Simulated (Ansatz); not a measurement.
# Does disorder add resistance in series? Hf(0001) layers with 12.5 % Zr

Two lengths of the disordered region are known. What area resistance does the third give?

Set-up. Ansatz 0.2.0, plane waves with PAW datasets at their recommended cutoffs (420 eV for most), Fermi-Dirac smearing; ballistic transmission by layer matching. The area resistance is RA = A (h/2e²)(1/T − 1/N), with T the zone-mean transmission per spin and N the lead's channels, both averaged over a few energies near the Fermi level; for magnets each spin is taken apart, with h/e², and the two conduct in parallel. Lateral cell 2x2, PBE, a fresh random draw for each length.

Results; the value marked ? is to be predicted:

| length (Å) | channels N | RA (fΩ m²) |
| --- | --- | --- |
| 5.06 | 2.708 | 0.0358 |
| 15.2 | 2.708 | 0.0686 |
| 25.3 | 2.708 | ? |

**Fit on the rows shown.**

Ohm's law makes RA linear in the length: the slope is (0.0686 − 0.0358)/(15.2 − 5.06) = 3.24×10⁻³ fΩ m² per Å, or 3.2 µΩ cm. Then 0.0686 + 3.24×10⁻³ × 10.1. Predicted: 0.101 fΩ m².

**The withheld run.**

0.144 fΩ m², so the prediction is 30 % too low. The three lengths together give 5.3 µΩ cm. Single draws scatter; these runs don't part the causes of the miss, and leave the question open.

**Limits.** The scatterers repeat sideways with the small cell. The slope is a raw one; a model of isotropic scattering puts it 1.22 times the bulk value over these lengths. Atoms sit unrelaxed on the host's lattice, and the pair may not mix at random in practice. Spin-orbit coupling is left out, which matters for Hf.
